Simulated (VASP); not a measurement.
Wanted: the native input for a VASP 6.6.1 run.

| Item | Value |
| --- | --- |
| Task | work function |
| Functional | PBE |
| Potentials or basis | VASP PAW PBE potentials, release 64 (Co) |
| Cutoff | 520 eV |
| k mesh | 12 × 12 × 1 |
| Occupations | gaussian, width 0.05 eV |
| Spin | collinear spin, ferromagnetic start |
| Starting moments | [2.0, 2.0, 2.0, 2.0, 2.0] μB |
| Dipole correction | yes |
| Further INCAR settings | ALGO = Fast; EDIFF = 1e-06 |

The structure of Co lies in POSCAR:

```
Co
1.0
    2.4873648738      0.0000000000      0.0000000000
   -1.2436824369      2.1541211692      0.0000000000
    0.0000000000      0.0000000000     23.1265790068
Co
5
Direct
    0.6666666700      0.3333333400      0.3243021805
    0.3333333300      0.6666666600      0.4086859779
    0.6666666700      0.3333333400      0.5000000000
    0.3333333300      0.6666666600      0.5843837973
    0.6666666700      0.3333333400      0.6756978195
```

The slab is cut from a database's or a generator's crystal, which needn't be the stable form of the element.

The cell isn't the ideal one: the (0 0 1) slab of Co, cut from the database cell, not relaxed.

These files were run (other wordings do the same):

INCAR

```
SYSTEM = Co
  PREC = Accurate
  ENCUT = 520
  EDIFF = 1E-6
  ISMEAR = 0
  SIGMA = 0.05
  LREAL = .FALSE.
  LASPH = .TRUE.
  NELM = 120
  ALGO = Fast
  ISIF = 2
  LWAVE = .FALSE.
  LCHARG = .TRUE.
  ISPIN = 2
  MAGMOM = 2 2 2 2 2
  LORBIT = 11
  LMAXMIX = 4
  LDIPOL = .TRUE.
  IDIPOL = 3
  DIPOL = 0.5 0.5 0.499
  GGA = PE
  LELF = .TRUE.
  LVHAR = .TRUE.
  LVACPOTAV = .TRUE.
```

KPOINTS

```
Automatic mesh
0
G
  12 12 1
  0 0 0
```

Potentials or basis: VASP PAW PBE potentials, release 64 (Co).

Command:

```console
$ cat potpaw_PBE.64/Co/POTCAR > POTCAR
$ mpirun -np 1 vasp_std > vasp.out
```

Results of the run:

```json
{
  "Largest force": "0.863 eV/Å",
  "Band gap on the k mesh": "none (metal or under the smearing width)",
  "Net moment": "8.51 μB per cell",
  "Site moments": "Co +1.74, +1.71, +1.67, +1.70, +1.78 μB",
  "Valence electrons inside the program's atomic spheres": "Co 8.15, 8.27, 8.07",
  "Work function of the upper face": "4.94 eV",
  "Work function of the lower face": "4.87 eV"
}
```

Run time: 4 min on 1 thread of Intel(R) Xeon(R) 6975P-C (Granite Rapids) (shared host), peak memory 0.32 GiB.
